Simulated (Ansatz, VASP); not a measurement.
Two plane-wave programs on TaN

```
Ta N
1.0
     2.93800    0.00000    0.00000
    -1.46900    2.54438    0.00000
     0.00000    0.00000    2.88300
Ta N
1 1
Direct
  0.31996 0.65807 0.45675
  0.98663 0.99140 0.95675
```

Alike in both runs: functional LDA; k mesh 9 × 9 × 8; occupations fermi-dirac, width 0.02 eV; no spin polarisation.

Ansatz relaxed the structure, and its values are those at the end. VASP's run is a single point on that final structure, the one shown.

|  | VASP | Ansatz |
| --- | --- | --- |
| version | VASP 6.6.1 | Ansatz 0.2.0 |
| potentials or method | VASP PAW LDA potentials, release 64 (Ta_pv, N) | PAW with Ansatz's default frozen-core files, scalar-relativistic |
| plane-wave cutoff (eV) | 520 | 420 |
| valence electrons in the cell | 16 | 18 |

|  | VASP | Ansatz | Ansatz less VASP |
| --- | --- | --- | --- |
| pressure (GPa) | -9.8 | -11.6 | -1.76 |

The two sets of potentials don't hold the same shells in valence. Ansatz warned: «gradients_without_spin_orbit».

Spin-orbit coupling is left out, which matters for the levels of Ta.
